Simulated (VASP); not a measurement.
A run of VASP 6.6.1:

INCAR

```
SYSTEM = Y
  PREC = Accurate
  ENCUT = 520
  EDIFF = 1E-6
  ISMEAR = 0
  SIGMA = 0.05
  LREAL = .False.
  LASPH = .True.
  NELM = 60
  ALGO = Normal
  ISIF = 2
  LWAVE = .False.
  LCHARG = .True.
  LDIPOL = .True.
  IDIPOL = 3
  DIPOL = 0.5 0.5 0.500
  GGA = PE
  LELF = .True.
  LVHAR = .True.
  LVACPOTAV = .True.
```

File KPOINTS:

```
regular mesh
0
Gamma
  9 9 1
  0 0 0
```

File POSCAR:

```
Y
1.0
    3.5143207025      0.0000000000      0.0000000000
   -1.7571603512      3.0434910054      0.0000000000
    0.0000000000      0.0000000000     23.6082925136
Y
4
Direct
    0.6666666667      0.3333333333      0.3176849828
    0.3333333333      0.6666666667      0.4392283276
    0.0000000000      0.0000000000      0.5607716724
    0.6666666667      0.3333333333      0.6823150172
```

Potentials or basis: VASP PAW PBE potentials, release 64 (Y_sv).

Command:

```bash
$ cat potpaw_PBE.64/Y_sv/POTCAR > POTCAR
$ mpirun -np 1 vasp_std > vasp.out
```

Hardware: 1 thread of AMD EPYC 7R43 64-Core Processor (Zen 3), on a shared host.

Question: Estimate the wall time of this run.

Answer: It took 5.7 min on 1 thread of AMD EPYC 7R43 64-Core Processor (Zen 3), with other jobs on the host, peak memory 0.33 GiB. Counts: scf iterations 31, k points 12.
